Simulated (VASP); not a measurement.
Crystal: B.

```
B
1.0
     1.70240    0.00000    0.00000
    -0.85120    1.47440    0.00000
     0.00000    0.00000    3.63540
B
1
Direct
  0.00000 0.00000 0.00000
```

This isn't the form of B at room conditions, which is rhombohedral.

Program: VASP 6.6.1. Alike in all runs: task single point; level PBE; potentials or basis VASP PAW PBE potentials, release 64 (B); no spin polarisation; cell as given; cutoff (eV) 520; smearing fermi-dirac 0.05 eV.

Question: Order these runs on this cell by their pressure, lowest first.
A. k mesh 7 × 7 × 3; mesh quality coarse
B. k mesh 15 × 15 × 6; mesh quality not flagged
C. k mesh 5 × 5 × 2; mesh quality coarse

Answer: B (2.8 GPa), A (8.4 GPa), C (12.9 GPa).

Caveats: some runs use coarse meshes.
